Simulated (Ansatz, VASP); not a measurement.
# WS2 (scan) in VASP and in Ansatz

File POSCAR:

```
WS2
1.0
    3.1800000000      0.0000000000      0.0000000000
   -1.5900000000      2.7539607840      0.0000000000
    0.0000000000      0.0000000000     12.5000000000
W S
2 4
Direct
    0.3333333333      0.6666666667      0.2500000000
    0.6666666667      0.3333333333      0.7500000000
    0.3333333333      0.6666666667      0.6250000000
    0.6666666667      0.3333333333      0.1250000000
    0.3333333333      0.6666666667      0.8750000000
    0.6666666667      0.3333333333      0.3750000000
```

The input INCAR.step1:

```
PREC = Accurate
ENCUT = 520
ISMEAR = 0
SIGMA = 0.1
LREAL = False
LASPH = True
NELM = 80
NBANDS = 35
GGA = PE
ALGO = Normal
EDIFF = 1E-4
LWAVE = True
LCHARG = False
```

The input INCAR.step2:

```
PREC = Accurate
ENCUT = 520
EDIFF = 1E-6
ISMEAR = 0
SIGMA = 0.1
LREAL = False
LASPH = True
NELM = 80
ALGO = Normal
ISIF = 2
LWAVE = False
LCHARG = True
METAGGA = R2SCAN
LMIXTAU = True
LELF = True
LVHAR = True
NBANDS = 35
ISTART = 1
```

The input KPOINTS:

```
regular mesh
0
Gamma
  6 6 2
```

Input for Ansatz:

```yaml
crystal:
  lattice:
    - [3.18, 0.0, 0.0]
    - [-1.59, 2.753960784, 0.0]
    - [0.0, 0.0, 12.5]
  atoms:
    - { symbol: W, position: [0.3333333333, 0.6666666667, 0.25] }
    - { symbol: W, position: [0.6666666667, 0.3333333333, 0.75] }
    - { symbol: S, position: [0.3333333333, 0.6666666667, 0.625] }
    - { symbol: S, position: [0.6666666667, 0.3333333333, 0.125] }
    - { symbol: S, position: [0.3333333333, 0.6666666667, 0.875] }
    - { symbol: S, position: [0.6666666667, 0.3333333333, 0.375] }
basis:
  ecutwfc: 500
kpoints:
  mp_grid: { grid: [6, 6, 2] }
hamiltonian:
  xc: r2scan
  pseudopotentials: { kind: paw }
scf:
  occupations: { method: gaussian, width: 0.1 }
output:
  forces: true
  stress: true
  eigenvalues: true
```

Alike in both runs: task single point; functional r2SCAN; k mesh 6 × 6 × 2; occupations gaussian, width 0.1 eV; no spin polarisation.

|  | VASP | Ansatz |
| --- | --- | --- |
| version | VASP 6.6.1 | Ansatz 0.2.0 |
| potentials or method | VASP PAW PBE potentials, release 64 (W_sv, S) | scalar-relativistic, plane waves, PAW |
| plane-wave cutoff (eV) | 520 | 500 |
| valence electrons in the cell | 52 | 52 |

|  | VASP | Ansatz | Ansatz less VASP |
| --- | --- | --- | --- |
| gap on the k mesh at the Fermi level (eV) | 1.17 | 1.15 | -0.012 |
| least direct gap on the mesh (eV) | 1.86 | 1.86 | -0.003 |
| pressure (GPa) | 0.4 | 0.2 | -0.18 |
| largest component of the traceless stress (GPa) | 0.20 | 0.26 | +0.059 |
| rms of the force components (eV/Å) | 0.042 | 0.052 | +0.0103 |

Atom by atom the forces differ by 0.010 eV/Å (rms over components). With one functional, cell and mesh, what is left measures potentials, basis and numerics.

Caveats: the PAW data sets were made with another functional, which shifts forces and pressure a little (VASP); spin-orbit coupling is left out, which moves the levels of the heavy elements. A k mesh can miss the band edges. r2SCAN opens gaps a little over a GGA but as a rule still falls short of measured ones.
